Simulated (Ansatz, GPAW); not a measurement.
One calculation of Nb, 3 ways

```
CELL_PARAMETERS angstrom
-1.66395 1.66395 1.66395
1.66395 -1.66395 1.66395
1.66395 1.66395 -1.66395
ATOMIC_POSITIONS crystal
Nb 0.00000 0.00000 0.00000
```

Alike in all runs: task band structure; functional revPBE; k mesh 11 × 11 × 11; occupations fermi-dirac, width 0.05 eV; no spin polarisation; no spin-orbit coupling. Pressure is positive in compression and, in plane waves, holds the error of the finite cutoff, which Ansatz's Pulay term estimates and takes out.

| program and potentials | plane-wave cutoff (eV) | notes | pressure (GPa) |
| --- | --- | --- | --- |
| Ansatz, Ansatz PAW | 420 | potentials made for PBE, which Ansatz adapts in part; Pulay term of +0.03 GPa included | 0.03 |
| GPAW, the program's PAW data sets (release 1.2.1) made for this functional | 600 | - | -0.57 |
| Ansatz, all-electron LAPW, scalar-relativistic | - | - | 0.03 |

The pressure spans -0.57 (GPAW, the program's PAW data sets (release 1.2.1) made for this functional) to 0.03 GPa (Ansatz, Ansatz PAW), with all-electron results at 0.03. Some sets were made for another functional than the one run, which can shift their rows.

The functional is the same throughout but for its coding, so the spread measures potentials, basis and numerics; runs on potential files found faulty are left out.
